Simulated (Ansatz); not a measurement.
S: the change of pressure and energy above lowest point with volume per atom

Results calculated with Ansatz 0.2.0 development build, not measured. Equation of state of a cubic crystal from periodic Kohn-Sham density functional theory without spin; pressure corrected for the finite basis.

Cell of the first row (space group Fd-3m, No. 227):
```
cell vectors (Å)
   0.0000     2.8371     2.8371
   2.8371     0.0000     2.8371
   2.8371     2.8371     0.0000
atoms (fractions of the cell vectors)
S   0.00000  0.00000  0.00000
S   0.25000  0.25000  0.25000
```

Settings of every row: formula S; structure type diamond; functional PBE; spin treatment none; k mesh 16x16x16; occupation method fermi-dirac; occupation width 0.061225619 eV; wave cutoff 700 eV; datasets hard PAW; density cutoff ratio 4.

Limits: a cubic model structure, not a phase known at ambient conditions; modest k-mesh, values are not fully converged in k; the SCF threshold is loose for a stress in some rows.

| row | volume per atom (Å³) | pressure (GPa) | energy above lowest point (meV/atom) |
| --- | --- | --- | --- |
| 1 | 22.837 | 3.001 | 12.91 |
| 2 | 23.322 | ? | ? |
| 3 | 23.808 | 0.893 | 1.29 |
| 4 | 24.294 | -0.026 | 0 |
| 5 | 24.78 | -0.866 | 1.37 |
| 6 | 25.266 | -1.631 | 5.18 |
| 7 | 25.752 | -2.33 | 11.2 |

Question: what pressure and energy above lowest point should row 2 give?

Worked fit of pressure. Take u = (V_r/V)^(2/3) − 1 with V_r = 24.537 Å³ an atom, which is twice the finite (Eulerian) strain; such expansions in the strain, on which the Birch-Murnaghan equation of state is built, carry the rest volume and the bulk modulus. The shown rows have u = 0.04903, 0.02031, 0.00666, -0.00655, -0.01933, -0.03171. Least squares give pressure = −0.4558 + 63.57 × u + 141.32 × u² GPa; a straight line predicts inner rows, each left out in turn, worse (root mean square 0.095 against 0.00074 GPa). The rows lie off it by 0.000, -0.001, 0.000, 0.000, 0.001, 0.000. The pressure vanishes at u = 0.0071, or V = 24.28 Å³ an atom, and there the bulk modulus at fixed shape and fractions is B = −V dP/dV = (2/3)(1 + u) dP/du = 44 GPa. The withheld row has u = 0.03444, so the fit gives −0.4558 + 63.57 × (0.03444) + 141.32 × (0.03444)² = 1.901 GPa.

The calculation gave 1.9 GPa. The fit lies 0.001 GPa (0.019 % of the column's range) above it, one unit of the last digit.

Worked fit of energy above lowest point. Take u = (V_r/V)^(2/3) − 1 with V_r = 24.537 Å³ an atom, which is twice the finite (Eulerian) strain; such expansions in the strain, on which the Birch-Murnaghan equation of state is built, carry the rest volume and the bulk modulus. The shown rows have u = 0.04903, 0.02031, 0.00666, -0.00655, -0.01933, -0.03171. Least squares give energy above lowest point = 0.368 − 104.79 × u + 7424 × u² − 1415 × u³ meV/atom; a parabola predicts inner rows, each left out in turn, worse (root mean square 0.028 against 0.0039 meV/atom). All shown rows lie on it to the printed digit. Its lowest point lies at u = 0.0071, or V = 24.28 Å³ an atom, and the curvature there gives the bulk modulus at fixed shape and fractions, B = (4/9)(1 + u)² E″(u)/V = 44 GPa. The withheld row has u = 0.03444, so the fit gives 0.368 − 104.79 × (0.03444) + 7424 × (0.03444)² − 1415 × (0.03444)³ = 5.51 meV/atom.

The calculation gave 5.5 meV/atom. The fit lies 0.01 meV/atom (0.077 % of the column's range) above it, one unit of the last digit.
